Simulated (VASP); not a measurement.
**Nd: single point with PBE+U**

The system is Nd.

```
Nd
1.0
     0.00000    2.62018    2.62018
     2.62018    0.00000    2.62018
     2.62018    2.62018    0.00000
Nd
1
Direct
  0.00000 0.00000 0.00000
```

The cell was built by a generator and needn't be a form met in nature.

```
Program             : VASP 6.6.1
Task                : single point
Functional          : PBE
Potentials or basis : VASP PAW PBE potentials, release 64 (Nd)
Cutoff              : 520 eV
k mesh              : 8 × 8 × 8
Occupations         : gaussian, width 0.05 eV
Spin                : collinear spin, twin_end start
Starting moments    : [3.5] μB
Hubbard terms       : Nd f U = 6.0 eV
```

The pressure is -1.0 GPa, the band gap on the k mesh is none (metal or under the smearing width) and the net moment is 3.59 μB per cell. The site moments are Nd +3.05 μB. The valence electrons inside the program's atomic spheres are Nd 10.97.

Levels at points of the mesh, in eV from the Fermi level:
Spin up:
```
           k point  band 7  band 8  band 9  band 10  band 11  band 12
(0.00, 0.00, 0.00)   -5.21   -4.23    1.07     1.07     1.07     1.12
(0.50, 0.00, 0.00)   -5.20   -2.20    0.78     1.04     1.04     1.24
(0.50, 0.50, 0.00)   -5.33   -2.18   -1.54     1.08     1.28     1.28
```
Spin down:
```
           k point  band 3  band 4  band 5  band 6  band 7  band 8
(0.00, 0.00, 0.00)  -17.87  -17.87   -3.60    1.93    1.93    1.93
(0.50, 0.00, 0.00)  -18.00  -18.00   -1.54    1.66    1.66    1.86
(0.50, 0.50, 0.00)  -18.23  -18.23   -1.69   -0.88    2.42    2.79
```

Eigenvalues of the final occupation matrices:
```
    site  spin  trace                         eigenvalues
site 1 f     1   2.98  0.01 0.01 0.01 0.02 0.98 0.98 0.98
site 1 f     2   0.01  0.00 0.00 0.00 0.00 0.00 0.00 0.00
```

Run time: 48 s on 1 thread of AMD EPYC 9R45 (Zen 5) (shared host), peak memory 0.16 GiB.

Caveat: the magnetic or orbital state may not be the lowest; spin-orbit coupling is left out, which moves the levels of the heavy elements. The state reached can hang on the start; a lower one may exist.
